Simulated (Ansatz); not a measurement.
# TiB2 (P6/mmm) in Ansatz: equation of state

How stiff is TiB2 in PBE, and what volume does it want? The cell is scaled to several volumes.

Program: Ansatz 0.2.0. These are calculated values, not measurements. Logs are shortened: lines on timing, memory, paths and dates and some standing lists are left out, and cuts for length are marked.

### 1 The structure

The structure is hexagonal, space group P6/mmm (No. 191). The conventional cell has a = 3.029 Å, b = 3.029 Å, c = 3.228 Å, α = 90.00°, β = 90.00°, γ = 120.00°. Ti (site symmetry 6/mmm) is surrounded by 12 B at 2.38 Å. B (site symmetry -6m2) has 3 B at 1.75 Å as nearest neighbours.

### 2 Single point, PBE, 8.04 Å³/atom (volume scaled by 0.94)

Contents of input.yaml:

```yaml
crystal:
  lattice:
    - [2.9673622405, 0.0, 0.0]
    - [-1.4836811203, 2.5698110825, 0.0]
    - [0.0, 0.0, 3.1624957934]
  atoms:
    - { symbol: Ti, position: [0.0, 0.0, 0.0] }
    - { symbol: B, position: [0.6666666667, 0.3333333333, 0.5] }
    - { symbol: B, position: [0.3333333333, 0.6666666667, 0.5] }
hamiltonian:
  xc: pbe
  pseudopotentials: { kind: paw }
kpoints:
  mp_grid: { grid: [10, 10, 8] }
scf:
  occupations: { method: fermi_dirac, width: 0.05 }
output:
  forces: true
  stress: true
  eigenvalues: true
  write_density: true
  write_potential: true
  elf: true
  volumetric_format: npy
```

Potentials or basis: Ansatz PAW.

Started as:

```
$ ansatz run input.yaml --threads 2 --pin off --max-ram 5120MiB --backend cpu --events-out ev --progress --plain --runs-dir out
```

The program printed:

```text
Warning: RAYON_NUM_THREADS=2 ignored (pool sized by the plan → 2); use --threads N
Engine: ansatz 0.2.0, x86_64-unknown-linux-gnu
Pseudopotentials: kind: paw
Pseudopotential: Ti, paw, valence charge 12, recommended cutoff 420 eV (normal), Ti.paw.azcp
Pseudopotential: B, paw, valence charge 3, recommended cutoff 420 eV (normal), B.paw.azcp
Functional definition: PBE
  parameter kappa = 0.804
  parameter beta = 0.06672455060314922
  exchange = pbe_x(kappa = kappa, mu = beta*pi^2/3)
  correlation = pbe_c(beta = beta)
Crystal: 3 atoms, lattice volume = 24.116 Å³
Basis set: ecut = 420 eV, 455 PW (Γ), exchange–correlation on 40×40×48 points (8 copies of the dense FFT grid, shifted against one another)
Bands: 13, of which v1, the nominal top of the filled ones, is band 9 counted from 1 (8 counted from 0)
Symmetry: 24 space group operations
Space group: P6/mmm (ITA 191), of the structure as read, at distance tolerance 2.9e-5 Å
k-points: 70 of 800
Non-local potential: Ti, projectors of the file, l = 0: 3, l = 1: 2, l = 2: 3, l = 3: 1
Non-local potential: B, projectors of the file, l = 0: 2, l = 1: 2, l = 2: 1
PAW form: soft (Blöchl's): semilocal exchange-correlation on the pseudo side does not see the compensation charge
PAW one-centre angular grid: Ti, 590 points (default); XC on 64 Gauss nodes
PAW one-centre angular grid: B, 110 points (default); XC on 64 Gauss nodes
Initial density: superposition of atomic densities (neutral atoms: chi_scale 0, normalization atom), corrected by the library's trained network
Initial wavefunctions: pseudopotential atomic-orbital guess
Functional: x = pbe(κ = 0.804, μ = 0.2195149727645171), c = pbe(β = 0.06672455060314922)
SCF iter   1: F=—  HF=-2814.605160 eV  |F-HF|=—  |Δ(HF+E_count)|=         —  Δρ=3.39e-3  dr2=2.21e-3  ethr=1.77e-3  ⟨swp⟩=4.6  Hψ=4361  notcnv=0
preconditioner: auto → none  [metal: Δε(μ)=0.016 eV  Ē_g=8.514 eV  σ=0.050 eV  W_gap=0.08  n_scr=8 (ndim 8)  ℏωp=23.9 eV  f_vac=0.000  D(μ)=0.81/eV (n_scr^D=8)  sad-step TF]
SCF iter   2: F=—  HF=-2814.604482 eV  |F-HF|=—  |Δ(HF+E_count)|=   6.78e-4  Δρ=1.82e-3  dr2=6.93e-4  ethr=1.23e-5  ⟨swp⟩=1.7  Hψ=1610  notcnv=0
SCF iter   3: F=—  HF=-2814.604321 eV  |F-HF|=—  |Δ(HF+E_count)|=   1.61e-4  Δρ=1.45e-4  dr2=4.92e-6  ethr=3.85e-6  ⟨swp⟩=2.8  Hψ=1468  notcnv=0
SCF iter   4: F=—  HF=-2814.604328 eV  |F-HF|=—  |Δ(HF+E_count)|=   7.16e-6  Δρ=3.18e-5  dr2=2.35e-7  ethr=2.73e-8  ⟨swp⟩=2.7  Hψ=1417  notcnv=0
iter 5 did not close the SCF: its close was put off for the readings that it lacked (scf_convergence_deferred on its scf_iter line)
SCF iter   5: F=-2814.604328 eV  HF=-2814.604328 eV  |F-HF|=2.43e-9  |Δ(HF+E_count)|=   4.62e-8  Δρ=4.40e-6  dr2=4.90e-9  ethr=1.31e-9  ⟨swp⟩=2.9  Hψ=1485  notcnv=0
SCF iter   6: F=-2814.604328 eV  HF=-2814.604328 eV  |F-HF|=5.14e-11  |Δ(HF+E_count)|=  3.18e-11  Δρ=6.52e-7  dr2=1.07e-10  ethr=2.72e-11  ⟨swp⟩=4.6  Hψ=4344  notcnv=0
SCF 1 converged in 6 iterations: F = -2814.604328 eV  dr2 = 1.07e-10
SCF converged after 6 iterations
Free energy (F): -2814.604328 eV
Harris-Foulkes:  -2814.604328 eV  (|F-HF|=5.14e-11)
Internal energy: -2814.598140 eV  (E = F + TS)
E sigma→0 (E₀):  -2814.601234 eV
Entropy (-TS):   -0.006188 eV (-2.063 meV/atom)
Fermi energy:    16.133937 eV
--- Per-component energies (eV) ---
  E_band       = -75.649147
  E_kinetic    = 381.420218
  E_local      = -751.459744  (includes V_loc(G=0)·N_el)
  E_nonlocal   = 29.229230
  E_hartree    = 323.340011
  E_xc         = -166.762164
  E_vxc        = -204.995434  (∫ρ·V_xc dr)
  E_paw        = -1205.087406  (= ΣΔE_a)
  E_vpaw       = -176.523524  (= ΣTr[D̂ρ^β])
  E_aug_tail   = 0.000112  (compensation charges beyond the density's cutoff)
  E_ewald      = -1425.278398
  E_smearing   = -0.006188  (= −TS)
  E_closure    = 0.000000  (closes the sum)
  Σ components = -2814.604328   (vs F -2814.604328, Δ=0.00e0)
--- Forces (eV/Å), atoms counted from 1 ---
  atom   1  Ti     0.00000000    -0.00000000     0.00000000
  atom   2  B      0.00000000     0.00000000     0.00000000
  atom   3  B     -0.00000000    -0.00000000     0.00000000
  max |Σ_I F_I| component: 5.55e-17 eV/Å
--- Stress (GPa, compression-positive) ---
       19.511055      -0.000000       0.000000
       -0.000000      19.511055       0.000000
        0.000000       0.000000      15.457665
  P = ⅓ Tr σ = 18.1599 GPa (181.599 kbar)
--- Band table (eV; the first three rows and the last of 70) ---
  k-point 0: bands = ["-40.5721", "-16.9426", "-16.5924", "-16.5924", "2.3481", "13.4559", "13.4559", "13.8486", "13.9292", "18.2809", "18.2809", "20.1489", "20.1489"]
  k-point 1: bands = ["-40.5692", "-16.9810", "-16.5894", "-16.5894", "2.5721", "12.2251", "13.6295", "13.6295", "15.3606", "17.7527", "17.7527", "19.7621", "19.7621"]
  k-point 2: bands = ["-40.5622", "-17.0725", "-16.5821", "-16.5821", "3.1886", "10.5108", "14.1392", "14.1392", "16.6232", "16.8760", "16.8760", "18.7740", "18.7740"]
  k-point 69: bands = ["-40.4739", "-17.0636", "-16.9486", "-16.8549", "6.8743", "7.8986", "10.3839", "12.7497", "13.0196", "18.9479", "20.4979", "20.7145", "21.0259"]
```

Wall time 0.83 s (2 threads of Intel Xeon Platinum 8488C (Sapphire Rapids), shared host); peak memory 0.4 GiB.

What came out:

```
Free energy            : -2814.6043 eV
Pressure               : 18.2 GPa
Band gap on the k mesh : none (metal or under the smearing width)
```

### 3 Single point, PBE, 8.21 Å³/atom (volume scaled by 0.96)

input.yaml, as its differences from that of step 2:

```diff
@@ -2,5 +2,5 @@
   lattice:
-    - [2.9673622405, 0.0, 0.0]
-    - [-1.4836811203, 2.5698110825, 0.0]
-    - [0.0, 0.0, 3.1624957934]
+    - [2.9882598462, 0.0, 0.0]
+    - [-1.4941299231, 2.5879089399, 0.0]
+    - [0.0, 0.0, 3.1847676243]
   atoms:
@@ -20,5 +20 @@
   eigenvalues: true
-  write_density: true
-  write_potential: true
-  elf: true
-  volumetric_format: npy
```

Potentials or basis: Ansatz PAW.

Started as:

```
$ ansatz run input.yaml --threads 2 --pin off --max-ram 5120MiB --backend cpu --events-out ev --progress --plain --runs-dir out
```

Wall time 0.64 s (2 threads of Intel Xeon Platinum 8488C (Sapphire Rapids), shared host); peak memory 0.4 GiB.

The run converged. Its results:

* Free energy: -2814.6519 eV
* Pressure: 11.6 GPa
* Band gap on the k mesh: none (metal or under the smearing width)

### 4 Single point, PBE, 8.38 Å³/atom (volume scaled by 0.98)

input.yaml, as its differences from that of step 3:

```diff
@@ -2,5 +2,5 @@
   lattice:
-    - [2.9882598462, 0.0, 0.0]
-    - [-1.4941299231, 2.5879089399, 0.0]
-    - [0.0, 0.0, 3.1847676243]
+    - [3.0088691861, 0.0, 0.0]
+    - [-1.504434593, 2.6057571518, 0.0]
+    - [0.0, 0.0, 3.206732233]
   atoms:
```

Started as:

```
$ ansatz run input.yaml --threads 2 --pin off --max-ram 5120MiB --backend cpu --events-out ev --progress --plain --runs-dir out
```

Run time: 0.65 s. Hardware: 2 threads of Intel Xeon Platinum 8488C (Sapphire Rapids), shared host; peak memory 0.4 GiB.

Results (log left out):

```
Free energy            : -2814.6794 eV
Pressure               : 5.7 GPa
Band gap on the k mesh : none (metal or under the smearing width)
```

### 5 Single point, PBE, 8.55 Å³/atom

input.yaml, as its differences from that of step 4:

```diff
@@ -2,5 +2,5 @@
   lattice:
-    - [3.0088691861, 0.0, 0.0]
-    - [-1.504434593, 2.6057571518, 0.0]
-    - [0.0, 0.0, 3.206732233]
+    - [3.0292, 0.0, 0.0]
+    - [-1.5146, 2.6233641531, 0.0]
+    - [0.0, 0.0, 3.2284]
   atoms:
@@ -20 +20,5 @@
   eigenvalues: true
+  write_density: true
+  write_potential: true
+  elf: true
+  volumetric_format: npy
```

Started as:

```
$ ansatz run input.yaml --threads 2 --pin off --max-ram 5120MiB --backend cpu --events-out ev --progress --plain --runs-dir out
```

It took 0.86 s on 2 threads of Intel Xeon Platinum 8488C (Sapphire Rapids), shared host; peak memory 0.41 GiB.

Results (log left out):

```yaml
Free_energy: -2814.6889 eV
Pressure: 0.3 GPa
Band_gap_on_the_k_mesh: none (metal or under the smearing width)
```

### 6 Single point, PBE, 8.72 Å³/atom (volume scaled by 1.02)

input.yaml, as its differences from that of step 5:

```diff
@@ -2,5 +2,5 @@
   lattice:
-    - [3.0292, 0.0, 0.0]
-    - [-1.5146, 2.6233641531, 0.0]
-    - [0.0, 0.0, 3.2284]
+    - [3.0492615118, 0.0, 0.0]
+    - [-1.5246307559, 2.640737932, 0.0]
+    - [0.0, 0.0, 3.2497807555]
   atoms:
@@ -20,5 +20 @@
   eigenvalues: true
-  write_density: true
-  write_potential: true
-  elf: true
-  volumetric_format: npy
```

Potentials or basis: Ansatz PAW.

Started as:

```
$ ansatz run input.yaml --threads 2 --pin off --max-ram 5120MiB --backend cpu --events-out ev --progress --plain --runs-dir out
```

It took 0.66 s on 2 threads of Intel Xeon Platinum 8488C (Sapphire Rapids), shared host; peak memory 0.39 GiB.

Results (log left out):

```yaml
Free_energy: -2814.6820 eV
Pressure: -4.6 GPa
Band_gap_on_the_k_mesh: none (metal or under the smearing width)
```

### 7 Single point, PBE, 8.89 Å³/atom (volume scaled by 1.04)

input.yaml, as its differences from that of step 6:

```diff
@@ -2,5 +2,5 @@
   lattice:
-    - [3.0492615118, 0.0, 0.0]
-    - [-1.5246307559, 2.640737932, 0.0]
-    - [0.0, 0.0, 3.2497807555]
+    - [3.0690624661, 0.0, 0.0]
+    - [-1.534531233, 2.6578860614, 0.0]
+    - [0.0, 0.0, 3.2708838193]
   atoms:
```

Started as:

```
$ ansatz run input.yaml --threads 2 --pin off --max-ram 5120MiB --backend cpu --events-out ev --progress --plain --runs-dir out
```

It took 0.66 s on 2 threads of Intel Xeon Platinum 8488C (Sapphire Rapids), shared host; peak memory 0.41 GiB.

It converged, with:

```yaml
Free_energy: -2814.6602 eV
Pressure: -9.0 GPa
Band_gap_on_the_k_mesh: none (metal or under the smearing width)
```

### 8 Single point, PBE, 9.06 Å³/atom (volume scaled by 1.06)

input.yaml, as its differences from that of step 7:

```diff
@@ -2,5 +2,5 @@
   lattice:
-    - [3.0690624661, 0.0, 0.0]
-    - [-1.534531233, 2.6578860614, 0.0]
-    - [0.0, 0.0, 3.2708838193]
+    - [3.0886111617, 0.0, 0.0]
+    - [-1.5443055808, 2.6748157284, 0.0]
+    - [0.0, 0.0, 3.2917180359]
   atoms:
```

Started as:

```
$ ansatz run input.yaml --threads 2 --pin off --max-ram 5120MiB --backend cpu --events-out ev --progress --plain --runs-dir out
```

It took 0.66 s on 2 threads of Intel Xeon Platinum 8488C (Sapphire Rapids), shared host; peak memory 0.4 GiB.

Results (log left out):

| Quantity | Value |
| --- | --- |
| Free energy | -2814.6248 eV |
| Pressure | -13.0 GPa |
| Band gap on the k mesh | none (metal or under the smearing width) |

### 9 Equation of state, PBE

Potentials or basis: Ansatz PAW.

This step only gathers the single runs of the series.

What came out:

| Property | Result |
| --- | --- |
| Equilibrium volume | 8.56 Å³/atom |
| Bulk modulus at fixed shape and positions | 255 GPa |
| Pressure derivative of the bulk modulus | 3.9 |

Energy against volume, from the lowest point:
```csv
volume (Å³/atom),energy (meV/atom)
8.039,28.20
8.210,12.35
8.381,3.16
8.552,0.00
8.723,2.31
8.894,9.58
9.065,21.36
```

Caveat: the cell was scaled at fixed shape and fractional positions, which overstates the stiffness of a crystal with free parameters, most of all of layers and chains.
